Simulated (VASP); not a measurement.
Computed with PBEsol GGA, VASP's PBE PAW potentials (set 64) (plane waves; VASP).

A VASP calculation is set up with these files.

### KPOINTS
```
Regular mesh
0
G
6 6 6
```

POSCAR:
```
BaF2
1
   -0.0000000000     2.9238636187     2.9238636187
    2.9238636187     0.0000000000     2.9238636187
    2.9238636187     2.9238636187     0.0000000000
Ba F
1 2
Direct
  0.0000000000   0.0000000000   0.0000000000
  0.2500000000   0.2500000000   0.2500000000
  0.7500000000   0.7500000000   0.7500000000
```

### INCAR
```
# general
SYSTEM   =  BaF2
PREC     =  Accurate
ENCUT    =  600
LREAL    =  .FALSE.
LASPH    =  .TRUE.

# electronic loop
EDIFF    =  1E-7
NELM     =  100
ALGO     =  Normal
LMAXMIX  =  4

# smearing
ISMEAR   =  0
SIGMA    =  0.05

# functional
GGA      =  PS

# ions
IBRION   =  2
NSW      =  40
ISIF     =  3
EDIFFG   =  -0.01
PSTRESS  =  150

# output
LWAVE    =  .FALSE.
LCHARG   =  .FALSE.
```

POTCAR, in this order: Ba_sv F (PBE.64 set). Program: vasp_std.

Output

**OUTCAR**
```
 ion  position               nearest neighbor table
   1  0.000  0.000  0.000-   3 2.53   3 2.53   2 2.53   2 2.53   3 2.53   2 2.53   3 2.53   2 2.53
  LATTYP: Found a face centered cubic cell.
 ALAT       =     5.8477272374
 Subroutine PRICEL returns:
 Original cell was already a primitive cell.
 Subroutine GETGRP returns: Found 48 space group operations
The static configuration has the point symmetry O_h .
The dynamic configuration has the point symmetry O_h .
 Subroutine INISYM returns: Found 48 space group operations
 Subroutine IBZKPT returns following result:
 Found     16 irreducible k-points:

 Following reciprocal coordinates:
            Coordinates               Weight
  0.000000  0.000000  0.000000      1.000000
  0.166667  0.000000  0.000000      8.000000
  0.333333  0.000000  0.000000      8.000000
  0.500000  0.000000  0.000000      4.000000
  0.166667  0.166667  0.000000      6.000000
  0.333333  0.166667  0.000000     24.000000
  0.500000  0.166667  0.000000     24.000000
 -0.333333  0.166667  0.000000     24.000000
 -0.166667  0.166667  0.000000     12.000000
  0.333333  0.333333  0.000000      6.000000
...
```

OSZICAR:
```
       N       E                     dE             d eps       ncg     rms          rms(c)
DAV:   1     0.169162170221E+03    0.16916E+03   -0.14943E+04   512   0.161E+03
DAV:   2    -0.129039743506E+02   -0.18207E+03   -0.17865E+03   680   0.312E+02
DAV:   3    -0.186821607201E+02   -0.57782E+01   -0.57733E+01   664   0.653E+01
DAV:   4    -0.187633340122E+02   -0.81173E-01   -0.81162E-01   648   0.706E+00
DAV:   5    -0.187658862405E+02   -0.25522E-02   -0.25522E-02   688   0.870E-01    0.991E+00
DAV:   6    -0.172647327711E+02    0.15012E+01   -0.74610E+00   512   0.248E+01    0.597E+00
DAV:   7    -0.172618634675E+02    0.28693E-02   -0.42362E-01   656   0.549E+00    0.317E+00
DAV:   8    -0.172661603796E+02   -0.42969E-02   -0.65335E-02   536   0.287E+00    0.399E-01
DAV:   9    -0.172690330412E+02   -0.28727E-02   -0.26913E-02   576   0.127E+00    0.137E-01
DAV:  10    -0.172714391456E+02   -0.24061E-02   -0.47308E-03   520   0.513E-01    0.869E-02
DAV:  11    -0.172715092795E+02   -0.70134E-04   -0.36848E-04   640   0.167E-01    0.231E-02
DAV:  12    -0.172715136453E+02   -0.43658E-05   -0.33135E-05   536   0.466E-02    0.672E-03
DAV:  13    -0.172715140893E+02   -0.44396E-06   -0.76313E-06   648   0.210E-02    0.217E-03
DAV:  14    -0.172715142985E+02   -0.20924E-06   -0.78718E-07   560   0.721E-03    0.404E-04
DAV:  15    -0.172715143280E+02   -0.29532E-07   -0.37525E-08   472   0.169E-03
   1 F= -.12591125E+02 E0= -.12591125E+02  d E =-.125911E+02
```

### OUTCAR
```
------------------------ aborting loop because EDIFF is reached ----------------------------------------
  FORCE on cell =-STRESS in cart. coord.  units (eV):
  Direction    XX          YY          ZZ          XY          YZ          ZX
  --------------------------------------------------------------------------------------
  Total        4.6987402      4.6987402      4.6987402      0.0000000      0.0000000      0.0000000
  in kB      150.5881096    150.5881096    150.5881096      0.0000000      0.0000000      0.0000000
  external PRESSURE =       0.5881096 kB  Pullay stress =     150.0000000 kB
  volume of cell :       49.99
      direct lattice vectors                 reciprocal lattice vectors
     0.000000000  2.923863619  2.923863619    -0.171006608  0.171006608  0.171006608
     2.923863619  0.000000000  2.923863619     0.171006608 -0.171006608  0.171006608
     2.923863619  2.923863619  0.000000000     0.171006608  0.171006608 -0.171006608
 POSITION                                       TOTAL-FORCE (eV/Angst)
 -----------------------------------------------------------------------------------
      0.00000      0.00000      0.00000        -0.000000     -0.000000      0.000000
      1.46193      1.46193      1.46193        -0.000000     -0.000000     -0.000000
      4.38580      4.38580      4.38580         0.000000      0.000000      0.000000
 -----------------------------------------------------------------------------------
    total drift:                                0.000000      0.000000      0.000000
  FREE ENERGIE OF THE ION-ELECTRON SYSTEM (eV)
  ---------------------------------------------------
  free  energy   TOTEN  =       -17.2715143280 eV

  energy  without entropy=      -17.2715143280  energy(sigma->0) =      -17.27151433
  enthalpy is  TOTEN    =       -12.5911247175 eV   P V=        4.6803896105

 reached required accuracy - stopping structural energy minimisation
```
(Selected blocks of OUTCAR.)

The compound is BaF2 in the fluorite structure. It was relaxed first under an external pressure of 15 GPa.
